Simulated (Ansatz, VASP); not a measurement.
This is a calculation of Ta2N for Ansatz 0.2.0.

The input input.yaml:

```yaml
crystal:
  lattice:
    - [3.112861506, 0.0, 0.0]
    - [-1.556430753, 2.6958171426, 0.0]
    - [0.0, 0.0, 4.869841]
  atoms:
    - { symbol: Ta, position: [0.3333333333, 0.6666666667, 0.254711] }
    - { symbol: Ta, position: [0.6666666667, 0.3333333333, 0.745289] }
    - { symbol: "N", position: [0.0, 0.0, 0.0] }
hamiltonian:
  xc: rpbe
  pseudopotentials: { kind: paw }
kpoints:
  mp_grid: { grid: [10, 10, 6] }
scf:
  occupations: { method: fermi_dirac, width: 0.05 }
output:
  forces: true
  stress: true
  eigenvalues: true
relax:
  f_tol: 0.01
  max_steps: 40
  cell: { stress_tol: 0.05 }
```

Potentials or basis: Ansatz PAW.

The run is started by

```sh
$ ansatz run input.yaml --threads 2 --pin off --max-ram 5632MiB --backend cpu --events-out ev --progress --plain --runs-dir out
```

Problem. Translate it to VASP 6.6.1. Potentials there: VASP PAW PBE potentials, release 64 (Ta_pv, N).

Solution. As run (the cutoff follows the program's own potentials):

Contents of INCAR:

```
PREC = Accurate ; ENCUT = 600
EDIFF = 1E-7 ; ISMEAR = -1
SIGMA = 0.05 ; LREAL = F
LASPH = T ; NELM = 100
ALGO = Normal ; ISIF = 3
LWAVE = F ; LCHARG = F
GGA = RP ; IBRION = 2
NSW = 60 ; EDIFFG = -0.01
```

Contents of KPOINTS:

```
regular mesh
0
Gamma
  10 10 6
```

The input POSCAR:

```
Ta2N
1.0
    3.1128615060      0.0000000000      0.0000000000
   -1.5564307530      2.6958171426      0.0000000000
    0.0000000000      0.0000000000      4.8698410000
Ta N
2 1
Direct
    0.3333333333      0.6666666667      0.2547110000
    0.6666666667      0.3333333333      0.7452890000
    0.0000000000      0.0000000000      0.0000000000
```

Potentials or basis: VASP PAW PBE potentials, release 64 (Ta_pv, N).

Command:

```bash
$ cat potpaw_PBE.64/Ta_pv/POTCAR potpaw_PBE.64/N/POTCAR > POTCAR
$ mpirun -np 1 vasp_std > vasp.out
```

Both were run:

|  | VASP | Ansatz | Ansatz less VASP |
| --- | --- | --- | --- |
| gap on the k mesh at the Fermi level, each at its own relaxed structure (eV) | none | none | - |
| relaxed volume (Å³/atom) | 13.76 | 13.74 | -0.021 |
| relaxed cell length with the largest relative difference (Å) | 4.920 | 4.918 | -0.0026 |
| energy change over the relaxation (meV/atom) | -2 | -2 | +0.4 |

A gap of «none» marks a metal or a gap that the smearing closes. The two sets of potentials don't hold the same shells in valence.

Caveats: the PAW data sets were made with another functional, which shifts forces and pressure a little (VASP); the plane-wave basis is chosen anew once the cell has moved, so the energies of steps on either side of that aren't comparable (Ansatz); the PAW data sets come from PBE, with cores solved anew for the run's functional, which leaves a small shift of forces and pressure (Ansatz). The runs have no spin-orbit coupling, so splittings on Ta are missing.
